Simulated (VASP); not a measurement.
Write the native input for VASP 6.6.1 that does the following.

```
Task                               : single point
Functional                         : B3LYP
Potentials or basis                : VASP PAW PBE potentials, release 64 (Mg)
Cutoff                             : 520 eV
k mesh                             : 5 × 5 × 3
Occupations                        : methfessel-paxton, width 0.2 eV
Spin                               : no spin polarisation
Grid for exact exchange (PRECFOCK) : Fast
Exchange at q = 0                  : default
Further INCAR settings             : ALGO = Normal; EDIFF = 1e-06; NBANDS = 9
```

The system is Mg.

```
Mg
1.0
     3.20930    0.00000    0.00000
    -1.60465    2.77934    0.00000
     0.00000    0.00000    5.21030
Mg
2
Cartesian
  1.6047 0.9264 3.9077
  0.0000 1.8529 1.3026
```

These files were run (other wordings do the same):

POSCAR

```
Mg
1.0
    3.2093000000      0.0000000000      0.0000000000
   -1.6046500000      2.7793353284      0.0000000000
    0.0000000000      0.0000000000      5.2103000000
Mg
2
Cartesian
    1.6046500002      0.9264451094      3.9077250000
   -0.0000000002      1.8528902190      1.3025750000
```

INCAR.step1

```
SYSTEM = Mg
PREC = Accurate
ENCUT = 520
EDIFF = 1E-5
ISMEAR = 1
SIGMA = 0.2
LREAL = .False.
LASPH = .True.
NELM = 80
ALGO = Normal
ISIF = 2
LWAVE = .True.
LCHARG = .False.
NBANDS = 9
GGA = PE
```

INCAR.step2

```
SYSTEM = Mg
PREC = Accurate
ENCUT = 520
EDIFF = 1E-6
ISMEAR = 1
SIGMA = 0.2
LREAL = .False.
LASPH = .True.
NELM = 80
ALGO = Normal
ISIF = 2
LWAVE = .False.
LCHARG = .False.
GGA = B3
LHFCALC = .True.
AEXX = 0.2
AGGAX = 0.72
AGGAC = 0.81
ALDAC = 0.19
PRECFOCK = Fast
NBANDS = 9
ISTART = 1
```

KPOINTS

```
Automatic mesh
0
Gamma
  5 5 3
  0 0 0
```

Potentials or basis: VASP PAW PBE potentials, release 64 (Mg).

The run is started by

```bash
$ cat potpaw_PBE.64/Mg/POTCAR > POTCAR
$ cp INCAR.step1 INCAR
$ mpirun -np 1 vasp_std > vasp.out
$ cp INCAR.step2 INCAR
$ mpirun -np 1 vasp_std > vasp.out
```

It gave:

```
Pressure               : -0.4 GPa
Band gap on the k mesh : none (metal or under the smearing width)
```

Caveat: the k mesh is coarse (spacing up to 0.45 Å⁻¹), so the values aren't converged, least of all with exact exchange; the PAW data sets were made with another functional, which shifts forces and pressure a little.

It took 59 s on 1 thread of Intel(R) Xeon(R) Platinum 8559C (Emerald Rapids), with other jobs on the host, peak memory 0.16 GiB.
